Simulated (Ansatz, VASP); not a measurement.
Two plane-wave programs on Ni

The input INCAR:

```
SYSTEM = Ni
ALGO = Fast ; EDIFF = 1E-6
ENCUT = 520 ; GGA = CA
ISIF = 2 ; ISMEAR = 0
ISPIN = 2 ; LASPH = .True.
LCHARG = .False. ; LMAXMIX = 4
LORBIT = 11 ; LREAL = .False.
LWAVE = .False. ; MAGMOM = 2
NBANDS = 15 ; NELM = 150
PREC = Accurate ; SIGMA = 0.1
```

Contents of KPOINTS:

```
k-points
0
Gamma
  8 8 8
  0 0 0
```

Contents of POSCAR:

```
Ni
1.0
    0.0000000000      1.7375729300      1.7375729300
    1.7375729300      0.0000000000      1.7375729300
    1.7375729300      1.7375729300      0.0000000000
Ni
1
Direct
    0.0000000000      0.0000000000      0.0000000000
```

Input for Ansatz:

```yaml
crystal:
  lattice:
    - [0.0, 1.73757293, 1.73757293]
    - [1.73757293, 0.0, 1.73757293]
    - [1.73757293, 1.73757293, 0.0]
  atoms:
    - { symbol: Ni, position: [0.0, 0.0, 0.0], spin: 2.0 }
basis:
  ecutwfc: 420
kpoints:
  mp_grid: { grid: [8, 8, 8] }
hamiltonian:
  xc: lda
scf:
  occupations: { method: gaussian, width: 0.1 }
  lower_state_search: "off"
output:
  forces: true
  stress: true
  eigenvalues: true
  populations: true
magnetization:
  spin_polarized: true
```

Alike in both runs: task single point; functional LDA; k mesh 8 × 8 × 8; occupations gaussian, width 0.1 eV; collinear spin.

|  | VASP | Ansatz |
| --- | --- | --- |
| version | VASP 6.6.1 | Ansatz 0.2.0 |
| potentials or method | VASP PAW LDA potentials, release 64 (Ni) | scalar-relativistic, plane waves, PAW |
| plane-wave cutoff (eV) | 520 | 420 |
| valence electrons in the cell | 10 | 18 |

```csv
,VASP,Ansatz,Ansatz less VASP
gap on the k mesh at the Fermi level (eV),none,none,-
pressure (GPa),-9.8,-9.8,-0.02
net moment per atom (μB),0.70,0.70,0.000
size of the moment on the site where the two differ most (μB),0.70,0.72,+0.025
```

Site moments also hang on the region over which each program counts them. A gap of «none» marks a metal or a gap that the smearing closes. The two sets of potentials don't hold the same shells in valence.

Caveats: the k mesh is coarse (spacing up to 0.39 Å⁻¹), so the values aren't converged.
